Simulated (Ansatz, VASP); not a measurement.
This is a calculation of TiSi2 for Ansatz 0.2.0. The cell is a database's computed one, not the measured one.

The input input.yaml:

```yaml
crystal:
  lattice:
    - [0.0, 4.1175163063, 4.2628978354]
    - [2.3895119538, 0.0, 4.2628978354]
    - [2.3895119538, 4.1175163063, 0.0]
  atoms:
    - { symbol: Ti, position: [0.75, 0.75, 0.75] }
    - { symbol: Ti, position: [0.5, 0.5, 0.5] }
    - { symbol: Si, position: [0.41256561, 0.08743439, 0.41256561] }
    - { symbol: Si, position: [0.08743439, 0.41256561, 0.08743439] }
    - { symbol: Si, position: [0.16256561, 0.83743439, 0.16256561] }
    - { symbol: Si, position: [0.83743439, 0.16256561, 0.83743439] }
hamiltonian:
  xc: pbesol
  pseudopotentials: { kind: paw }
  hubbard: { sites: [{ species: Ti, l: d, u_eff: 4.0 }] }
kpoints:
  mp_grid: { grid: [5, 5, 5] }
scf:
  occupations: { method: fermi_dirac, width: 0.05 }
output:
  forces: true
  stress: true
  eigenvalues: true
relax:
  f_tol: 0.01
  max_steps: 40
  cell: { stress_tol: 0.05 }
```

Potentials or basis: Ansatz PAW.

The run is started by

```sh
$ ansatz run input.yaml --threads 2 --pin off --max-ram 5632MiB --backend cpu --events-out ev --progress --plain --runs-dir out
```

Question: What does the same run look like in VASP 6.6.1? Potentials or basis there: PBE PAW files Si, Ti_sv, 600 eV.

Answer: As run (cutoffs and basis follow the program's own potentials, and thresholds, step limits or extra output files can differ):

INCAR

```
SYSTEM = TiSi2
PREC = Accurate ; ENCUT = 600
EDIFF = 1E-7 ; ISMEAR = -1
SIGMA = 0.05 ; LREAL = .FALSE.
LASPH = .TRUE. ; NELM = 80
ALGO = Normal ; ISIF = 3
LWAVE = .FALSE. ; LCHARG = .FALSE.
LMAXMIX = 4 ; LDAU = .TRUE.
LDAUTYPE = 2 ; LDAUL = 2 -1
LDAUU = 4 0 ; LDAUJ = 0 0
LDAUPRINT = 1 ; GGA = PS
IBRION = 2 ; NSW = 60
EDIFFG = -0.01
```

Contents of KPOINTS:

```
regular mesh
0
G
  5 5 5
  0 0 0
```

POSCAR

```
TiSi2
1.0
    0.0000000000      4.1175163063      4.2628978354
    2.3895119538      0.0000000000      4.2628978354
    2.3895119538      4.1175163063      0.0000000000
Ti Si
2 4
Direct
    0.7500000000      0.7500000000      0.7500000000
    0.5000000000      0.5000000000      0.5000000000
    0.4125656100      0.0874343900      0.4125656100
    0.0874343900      0.4125656100      0.0874343900
    0.1625656100      0.8374343900      0.1625656100
    0.8374343900      0.1625656100      0.8374343900
```

Potentials or basis: VASP PAW PBE potentials, release 64 (Ti_sv, Si).

Command:

```bash
$ cat potpaw_PBE.64/Ti_sv/POTCAR potpaw_PBE.64/Si/POTCAR > POTCAR
$ mpirun -np 1 vasp_std > vasp.out
```

Both were run:

|  | Ansatz | VASP |
| --- | --- | --- |
| Relaxed volume | 14.12 Å³/atom | 14.27 Å³/atom |
| Relaxed cell | a = 5.953 Å, b = 4.908 Å, c = 4.774 Å, α = 75.87°, β = 53.08°, γ = 51.05° | a = 5.977 Å, b = 4.935 Å, c = 4.784 Å, α = 75.90°, β = 53.19°, γ = 50.91° |
| Space group after relaxing | Fddd (No. 70) | Fddd (No. 70) |
| Pressure after relaxing | 0.0 GPa | 0.0 GPa |

Ansatz's pressure holds a Pulay term of +0.03 GPa for its cutoff of 420 eV, which the other run lacks.

Ansatz's potentials were made for PBE. VASP's potentials were made for PBE.

Where Ansatz's input types no cutoff or centring, it takes its own default and a Γ-centred mesh.

How U acts hangs on each program's projectors.

Pressure is positive in compression.
